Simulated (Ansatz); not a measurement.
# MoS2: stiffness from a series of strains

```xyz
3
Lattice="1.5815 0.9131 6.1233 -1.5815 0.9131 6.1233 0.0000 -1.8262 6.1233" Properties=species:S:1:pos:R:3 pbc="T T T"
Mo    0.0000    0.0000    0.0000
S     0.0000    0.0000   13.7481
S     0.0000    0.0000   10.7446
```

Atoms are numbered in the order listed.

The cell comes from COD entry 9007661, which wasn't checked; take it as a given geometry.

The calculation used DFT, PBEsol, all-electron LAPW, scalar-relativistic (Ansatz 0.2.0).

Settings: a Γ-centred 13×13×13 k mesh, Fermi–Dirac smearing of 0.05 eV, basis error target 0.5 meV/atom, no spin polarisation.

The strain is applied along the Cartesian axes of the cell as listed (the other components stay zero). Fractional coordinates are held (clamped ions).

σ is the change of stress from the unstrained cell, which is at 4.25 GPa; tension is positive, so slopes are stress–strain coefficients at that pressure.

Only quantities that a quadratic follows smoothly over the whole series are listed; rougher ones are left out.

| εzz | σzz (GPa) | σxx (GPa) |
| --- | --- | --- |
| -0.0300 | -9.74 | -3.85 |
| -0.0200 | -6.38 | -2.48 |
| -0.0100 | -3.13 | -1.20 |
| 0.0000 | 0.00 | 0.00 |
| 0.0100 | 3.00 | 1.12 |
| 0.0300 | 8.66 | 3.13 |

Q: Fit the series and read off the stiffness at zero strain.

A: Least-squares fits y = p0 + p1 x + p2 x² to the rows give σzz (GPa): p1 = 307, p2 = -600; σxx (GPa): p1 = 116, p2 = -400. So C33 = 307 GPa and C13 = 116 GPa, for these axes.

Q: One run, at εzz = 0.0200, is withheld. Predict its row.

A: The fits give 5.89, 2.17; the run gave 5.89, 2.16.
